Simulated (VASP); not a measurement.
Write the native input for VASP 6.6.1 that does the following.

```
Task                   : relaxation of cell and atoms
Functional             : LDA
Potentials or basis    : VASP PAW LDA potentials, release 64 (Ga_d, O)
Cutoff                 : 520 eV
k mesh                 : 9 × 9 × 9
Occupations            : gaussian, width 0.02 eV
Spin                   : no spin polarisation
Further INCAR settings : ALGO = Normal; EDIFF = 1e-07; IBRION = 2; EDIFFG = -0.002; NSW = 80; ISIF = 3
```

The structure of Ga2O3 lies in POSCAR:

```
Ga2O3                                   
1.0
    2.4821062383      1.4330447067      4.4456551130
   -2.4821062383      1.4330447067      4.4456551130
   -0.0000000000     -2.8660894134      4.4456551130
  Ga              O             
     4     6
Direct
     0.3557139964159558    0.3557139964159558    0.3557139964159558
     0.1442860035840441    0.1442860035840441    0.1442860035840441
     0.6442860035840442    0.6442860035840442    0.6442860035840442
     0.8557139964159558    0.8557139964159558    0.8557139964159558
     0.5525134683928407    0.9474865316071593    0.2500000000000000
     0.2500000000000102    0.5525134683928509    0.9474865316071392
     0.9474865316071491    0.2499999999999899    0.5525134683928608
     0.4474865316071595    0.0525134683928405    0.7500000000000000
     0.7499999999999898    0.4474865316071494    0.0525134683928608
     0.0525134683928506    0.7500000000000102    0.4474865316071392
```

One way to write it, as run:

INCAR

```
ALGO     = Normal         # electronic algorithm
EDIFF    = 1E-7           # SCF threshold, eV
EDIFFG   = -0.002         # ionic threshold
ENCUT    = 520            # plane-wave cutoff, eV
GGA      = CA             # functional
IBRION   = 2              # ionic algorithm
ISIF     = 3              # what is computed and relaxed
ISMEAR   = 0              # smearing method
KPAR     = 8            
LASPH    = T              # aspherical terms in the spheres
LCHARG   = F              # write CHGCAR
LREAL    = F              # projectors in reciprocal space
LWAVE    = F              # write WAVECAR
NELM     = 100            # most SCF steps
NSW      = 80             # ionic steps
PREC     = Accurate       # precision mode
SIGMA    = 0.02           # smearing width, eV
```

KPOINTS

```
k-points
0
Gamma
  9 9 9
```

Potentials or basis: VASP PAW LDA potentials, release 64 (Ga_d, O).

Run with:

```bash
$ cat potpaw_LDA.64/Ga_d/POTCAR potpaw_LDA.64/O/POTCAR > POTCAR
$ mpirun -np 8 vasp_std > vasp.out
```

It gave:

The energy gained by relaxing is 0.0 meV/atom and the ionic steps are 4. The pressure after relaxing is 0.0 GPa and the band gap on the k mesh is 2.98 eV, indirect (least direct gap 3.24 eV).

Caveat: an odd mesh through Γ misses points on the zone boundary, where band edges often lie.

Wall time 4.5 min on 8 MPI ranks on Intel(R) Xeon(R) Platinum 8488C (Sapphire Rapids) (shared host), peak memory 0.43 GiB a rank.
